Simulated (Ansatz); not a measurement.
In2Se — ¹¹⁵In nuclear quadrupole resonance

Cell: a computed structure from the Materials Project (it need not be an observed phase).

Space group Pnnm (No. 58); a = 11.6118, b = 15.1620, c = 4.0928 Å.

```
site  Wyckoff  site symmetry       x       y       z
 In1       4g            ..m  0.0945  0.8597  0.5000
 In3       4g            ..m  0.2531  0.2393  0.5000
 In5       4g            ..m  0.6916  0.4915  0.5000
 In6       4g            ..m  0.5867  0.1225  0.5000
Se17       4g            ..m  0.0847  0.1764  0.0000
Se19       4g            ..m  0.3468  0.0687  0.5000
```

One atom of each set is listed.

Method: Kohn–Sham DFT in Ansatz, r2SCAN, plane waves and PAW (field gradients read without the response of the frozen cores, which leaves them typically 4 to 6 % off), scalar-relativistic, 500 eV cutoff, Γ-centred 3×3×8 k-points, Fermi–Dirac smearing 0.05 eV.

¹¹⁵In: I = 9/2, Q = 772.0 mb (year-2017 value). Static lattice, zero field.

(1) Predict the zero-field ¹¹⁵In lines of each site.

(2) And for In-113 (I = 9/2, Q = 761.0 mb) on In5?

Answers

(1) For I = 9/2 and η = 0 the lines are |C_Q|/24 times 1, 2, 3 and 4; η shifts the lowest up most. At large η the states mix, and weaker lines appear at sums of the main ones; lines under 5 % of the strongest are left out.

```tsv
site	atoms	V_zz (10²¹ V/m²)	C_Q (MHz)	η	line frequencies (MHz)
In1	4	1.78	33.2	0.80	2.98, 3.64, 4.32, 5.24, 6.62
In3	4	-6.89	-129	0.03	5.41, 10.7, 16.1, 21.4
In5	4	-7.10	-132	0.46	10.2, 11.6, 15.9, 21.7, 21.8
In6	4	6.87	128	0.42	9.89, 10.5, 15.5, 20.4, 21.1
```

(2) C_Q scales with Q to -131 MHz, with lines at 10.1, 11.4, 15.6, 21.4, 21.5 MHz.

At In5 and In6 V_zz stands upright on the plane through its three neighbours (within 9°) in each case.

With no gap above 0.1 eV, as in a metal, the gradients converge slowly in k; expect changes of a tenth or more on a denser mesh. Without spin–orbit coupling (the program notes it for In) the gradients can shift somewhat, as the gap is small.
